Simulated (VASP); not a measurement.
# Ba (Cmmm) in VASP: a series of runs, part 2 of 2

VASP 6.6.1. Earlier steps stand in the parts before.

## Step 4: Single point, PBE

The input, INCAR:

```
  ALGO = Fast
  EDIFF = 1E-7
  ENCUT = 520
  GGA = PE
  ISIF = 2
  ISMEAR = -1
  LASPH = T
  LCHARG = F
  LREAL = F
  LWAVE = F
  NBANDS = 11
  NELM = 60
  PREC = Accurate
  SIGMA = 0.08
```

The input, KPOINTS:

```
k-points
0
Gamma
  12 12 7
```

The input, POSCAR:

```
Ba
1.0
    1.9550000000     -3.6500000000      0.0000000000
    1.9550000000      3.6500000000      0.0000000000
    0.0000000000      0.0000000000      5.7000000000
Ba
1
Direct
    0.0000000000      0.0000000000      0.0000000000
```

Potentials or basis: VASP PAW PBE potentials, release 64 (Ba_sv).

Run with:

```
$ cat potpaw_PBE.64/Ba_sv/POTCAR > POTCAR
$ mpirun -np 1 vasp_std > vasp.out
```

OUTCAR:

```text
EDIFF = 1E-7
   ENCUT = 520
   GGA = PE
   ISIF = 2
   ISMEAR = -1
   LASPH = T
   LREAL = F
   NELM = 60
   PREC = Accurate

 ion  position               nearest neighbor table
   1  0.000  0.000  0.000-

  LATTYP: Found a base centered orthorhombic cell.
 ALAT       =     3.9100000000
 B/A-ratio  =     1.8670076726
 C/A-ratio  =     1.4578005115

  Lattice vectors:

 A1 = (   1.9550000000,  -3.6500000000,   0.0000000000)
 A2 = (   1.9550000000,   3.6500000000,   0.0000000000)
 A3 = (   0.0000000000,   0.0000000000,   5.7000000000)

Analysis of symmetry for initial positions (statically):
=====================================================================
 Subroutine PRICEL returns:
 Original cell was already a primitive cell.

 Routine SETGRP: Setting up the symmetry group for a
 base centered orthorhombic supercell.

 Subroutine GETGRP returns: Found  8 space group operations
 (whereof  8 operations were pure point group operations)
 out of a pool of  8 trial point group operations.

The static configuration has the point symmetry D_2h.

Analysis of symmetry for dynamics (positions and initial velocities):
=====================================================================
 Subroutine PRICEL returns:
 Original cell was already a primitive cell.

 Routine SETGRP: Setting up the symmetry group for a
 base centered orthorhombic supercell.

 Subroutine GETGRP returns: Found  8 space group operations
 (whereof  8 operations were pure point group operations)
 out of a pool of  8 trial point group operations.

The dynamic configuration has the point symmetry D_2h.

 Subroutine INISYM returns: Found  8 space group operations
 (whereof  8 operations are pure point group operations),
 and found     1 'primitive' translations

----------------------------------------------------------------------------------------

                                     Primitive cell

  volume of cell :      81.3476

  direct lattice vectors                    reciprocal lattice vectors
     1.955000000 -3.650000000  0.000000000     0.255754476 -0.136986301  0.000000000
     1.955000000  3.650000000  0.000000000     0.255754476  0.136986301  0.000000000
     0.000000000  0.000000000  5.700000000     0.000000000  0.000000000  0.175438596

  length of vectors
     4.140594764  4.140594764  5.700000000     0.290130313  0.290130313  0.175438596

  position of ions in fractional coordinates (direct lattice)
     0.000000000  0.000000000  0.000000000

  ion indices of the primitive-cell ions
   primitive index   ion index
                 1           1

----------------------------------------------------------------------------------------

 KPOINTS: k-points

Automatic generation of k-mesh.
 Grid dimensions read from file:
 generate k-points for:   12   12    7

 Generating k-lattice:

  Cartesian coordinates                     Fractional coordinates (reciprocal lattice)
     0.021312873 -0.011415525  0.000000000     0.083333333  0.000000000  0.000000000
     0.021312873  0.011415525  0.000000000     0.000000000  0.083333333  0.000000000
     0.000000000  0.000000000  0.025062657     0.000000000  0.000000000  0.142857143

  Length of vectors
     0.024177526  0.024177526  0.025062657

  Shift w.r.t. Gamma in fractional coordinates (k-lattice)
     0.000000000  0.000000000  0.000000000

 Subroutine IBZKPT returns following result:
 ===========================================

 Found    172 irreducible k-points:

 Following reciprocal coordinates:
            Coordinates               Weight
  0.000000  0.000000  0.000000      1.000000
  0.083333  0.000000  0.000000      4.000000
  0.166667  0.000000  0.000000      4.000000
  0.250000  0.000000  0.000000      4.000000
  0.333333  0.000000  0.000000      4.000000
  0.416667  0.000000  0.000000      4.000000
[... 16 lines left out ...]
  0.500000  0.166667  0.000000      4.000000
 -0.416667  0.166667  0.000000      4.000000
 [... further k-points ...]
   k-points           NKPTS =    172   k-points in BZ     NKDIM =    172   number of bands    NBANDS=     11
   number of dos      NEDOS =    301   number of ions     NIONS =      1
   total plane-waves  NPLWV =  43008
   dimension x,y,z NGX =    32 NGY =   32 NGZ =   42
   dimension x,y,z NGXF=    64 NGYF=   64 NGZF=   84
   ions per type =               1
   NGX,Y,Z   is equivalent  to a cutoff of  12.85, 12.85, 12.25 a.u.
   NGXF,Y,Z  is equivalent  to a cutoff of  25.70, 25.70, 24.50 a.u.
 SYSTEM =  unknown system
   PREC   = accura    normal or accurate (medium, high low for compatibility)
   ISTART =      0    job   : 0-new  1-cont  2-samecut
   ICHARG =      2    charge: 1-file 2-atom 10-const
   ISPIN  =      1    spin polarized calculation?
   LNONCOLLINEAR =      F non collinear calculations
   LSORBIT =      F    spin-orbit coupling
   LASPH  =      T    aspherical Exc in radial PAW
   ENCUT  =  520.0 eV  38.22 Ry    6.18 a.u.   7.70  7.70 10.60*2*pi/ulx,y,z
   NELM   =     60;   NELMIN=  2; NELMDL= -5     # of ELM steps
   EDIFF  = 0.1E-06   stopping-criterion for ELM
   LREAL  =      F    real-space projection
   EDIFFG = 0.1E-05   stopping-criterion for IOM
   NSW    =      0    number of steps for IOM
   IBRION =     -1    ionic relax: 0-MD 1-quasi-New 2-CG
   NFREE  =      0    steps in history (QN), initial steepest desc. (CG)
   ISIF   =      2    stress and relaxation
   ISYM   =      2    0-nonsym 1-usesym 2-fastsym
   POTIM  = 0.5000    time-step for ionic-motion
   TEBEG  =    0.0;   TEEND  =   0.0 temperature during run
   PSTRESS=    0.0 pullay stress
   NELECT =      10.0000    total number of electrons
   NUPDOWN=      -1.0000    fix difference up-down
   EMIN   =  10.00;   EMAX   =-10.00  energy-range for DOS
   EFERMI =   0.00;   METHOD = LEGACY
   ISMEAR =    -1;   SIGMA  =   0.08  broadening in eV -4-tet -1-fermi 0-gaus
   EFERMI_NEDOS =   21; number of points for ismear=-14 and -15
   IALGO  =     68    algorithm
   IMIX   =      4    mixing-type and parameters
     AMIX     =   0.40;   BMIX     =  1.00
     AMIX_MAG =   1.60;   BMIX_MAG =  1.00
  volume/ion in A,a.u.               =      81.35       548.96
  Fermi-wavevector in a.u.,A,eV,Ry     =   0.814004  1.538245  9.015260  0.662603
  Thomas-Fermi vector in A             =   1.923832
   LORBIT       =      0    0 simple, 1 ext, 2 COOP (PROOUT), +10 PAW based schemes
   GGA     = PE    functional components
   LHFCALC =     F    Hartree Fock is set to
   AEXX    =    0.0000 exact exchange contribution
   IVDW    =     0    specifies the selected vdW correction
   LEPSILON=     F    determine dielectric tensor
   LRPA    =     F    only Hartree local field effects (RPA)
 non-spin polarized calculation
 RMM-DIIS sequential band-by-band and
  energy-cutoff  :      520.00
  volume of cell :       81.35
 maximum number of plane-waves:      2208
   NGX = 15   NGY = 15   NGZ = 21

 number of electron      10.0000001 magnetization

 Free energy of the ion-electron system (eV)
  ---------------------------------------------------
  ext. energy  EPLUGINS =         0.00000000
  ---------------------------------------------------
  free energy    TOTEN  =        -1.34460277 eV

  energy without entropy =       -1.28841099  energy(sigma->0) =       -1.31650688

 E-fermi :   0.7314     XC(G=0):  -6.4459

 val. band max:        0.7307602794   @ k =  -0.3333   0.0833   0.4286
 cond. band min:       0.7382566339   @ k =   0.5000   0.3333   0.4286
 fundamental gap:      0.0074963545
 Fermi energy:         0.7314209985

 k-point     1 :       0.0000    0.0000    0.0000
  band No.  band energies     occupation
      1     -28.3975      2.00000
      2     -13.6473      2.00000
      3     -13.1759      2.00000
      4     -13.0951      2.00000
      5      -1.6125      2.00000
      6       0.7092      1.13815
      7       2.2186      0.00000
      8       3.1784      0.00000
      9       3.8502      0.00000
     10       4.7356      0.00000
     11       5.0426      0.00000
[... 309 lines left out ...]
 k-point    24 :      -0.4167    0.1667    0.0000
  band No.  band energies     occupation
      1     -28.3243      2.00000
      2     -13.7170      2.00000
      3     -13.5420      2.00000
      4     -13.4157      2.00000
      5       0.3081      1.98998
      6       1.3624      0.00075
      7       1.8502      0.00000
      8       2.2698      0.00000
      9       3.4813      0.00000
     10       5.0284      0.00000
     11       6.6388      0.00000

 [... further k-points ...]

------------------------ aborting loop because EDIFF is reached ----------------------------------------

  FORCE on cell =-STRESS in cart. coord.  units (eV):
  Direction    XX          YY          ZZ          XY          YZ          ZX
  --------------------------------------------------------------------------------------
  -------------------------------------------------------------------------------------
  Total        1.3484498      0.6065332     -1.0900693     -0.0000000      0.0000000      0.0000000
  in kB       26.5583378     11.9459499    -21.4694154     -0.0000000      0.0000000      0.0000000
  external PRESSURE =       5.6782908 kB  Pullay stress =       0.0000000 kB

 VOLUME and BASIS-vectors are now :
 -----------------------------------------------------------------------------
  energy-cutoff  :      520.00
  volume of cell :       81.35
      direct lattice vectors                 reciprocal lattice vectors
     1.955000000 -3.650000000  0.000000000     0.255754476 -0.136986301  0.000000000
     1.955000000  3.650000000  0.000000000     0.255754476  0.136986301  0.000000000
     0.000000000  0.000000000  5.700000000     0.000000000  0.000000000  0.175438596

 POSITION                                       TOTAL-FORCE (eV/Angst)
 -----------------------------------------------------------------------------------
      0.00000      0.00000      0.00000         0.000000     -0.000000      0.000000
 -----------------------------------------------------------------------------------
    total drift:                                0.000000     -0.000000     -0.000000

  FREE ENERGIE OF THE ION-ELECTRON SYSTEM (eV)
  ---------------------------------------------------
  free  energy   TOTEN  =        -1.3446027743 eV

  energy  without entropy=       -1.2884109898  energy(sigma->0) =       -1.31650688
```

OSZICAR:

```text
N       E                     dE             d eps       ncg     rms          rms(c)
DAV:   1     0.623115836168E+02    0.62312E+02   -0.39893E+03  3784   0.723E+02
DAV:   2     0.242138810893E+01   -0.59890E+02   -0.58218E+02  4647   0.134E+02
DAV:   3    -0.139558212249E+01   -0.38170E+01   -0.37686E+01  4925   0.366E+01
DAV:   4    -0.153523283238E+01   -0.13965E+00   -0.13935E+00  5017   0.632E+00
DAV:   5    -0.153934780206E+01   -0.41150E-02   -0.41139E-02  5172   0.884E-01    0.230E+00
RMM:   6    -0.136983736633E+01    0.16951E+00   -0.66319E-02  4006   0.129E+00    0.116E+00
RMM:   7    -0.134361912777E+01    0.26218E-01   -0.59375E-02  4506   0.123E+00    0.274E-01
RMM:   8    -0.134499653751E+01   -0.13774E-02   -0.60432E-03  4598   0.591E-01    0.105E-01
RMM:   9    -0.134449072102E+01    0.50582E-03   -0.18155E-03  5456   0.245E-01    0.234E-02
RMM:  10    -0.134459592469E+01   -0.10520E-03   -0.42207E-04  5796   0.109E-01    0.101E-02
RMM:  11    -0.134460155477E+01   -0.56301E-05   -0.68227E-05  6118   0.373E-02    0.231E-03
RMM:  12    -0.134460264426E+01   -0.10895E-05   -0.12488E-05  6285   0.127E-02    0.137E-03
RMM:  13    -0.134460261105E+01    0.33207E-07   -0.28434E-06  5647   0.523E-03    0.345E-04
RMM:  14    -0.134460273325E+01   -0.12220E-06   -0.80548E-07  4897   0.259E-03    0.171E-04
RMM:  15    -0.134460277431E+01   -0.41060E-07   -0.27905E-07  4158   0.143E-03
   1 F= -.13446028E+01 E0= -.13165069E+01  d E =-.561918E-01
```

Wall time 3.8 min (1 thread of Intel Xeon Platinum 8488C (Sapphire Rapids), shared host); peak memory 0.3 GiB.

Results:

| Property | Result |
| --- | --- |
| Free energy | -1.3446 eV |
| Pressure | 0.6 GPa |
| Band gap on the k mesh | none (metal or under the smearing width) |

Levels at points of the mesh, in eV from the Fermi level:
```tsv
k point	band 1	band 2	band 3	band 4	band 5	band 6	band 7	band 8	band 9	band 10
(0.00, 0.00, 0.00)	-29.13	-14.38	-13.91	-13.83	-2.34	-0.02	1.49	2.45	3.12	4.00
(0.50, 0.00, 0.00)	-29.03	-14.73	-14.24	-14.09	-0.75	0.63	1.44	1.75	3.24	5.47
(0.50, 0.50, 0.00)	-29.06	-14.62	-14.28	-13.96	-0.73	0.64	1.16	1.39	3.71	5.51
```

The run has no spin-orbit coupling, so splittings on Ba are missing.
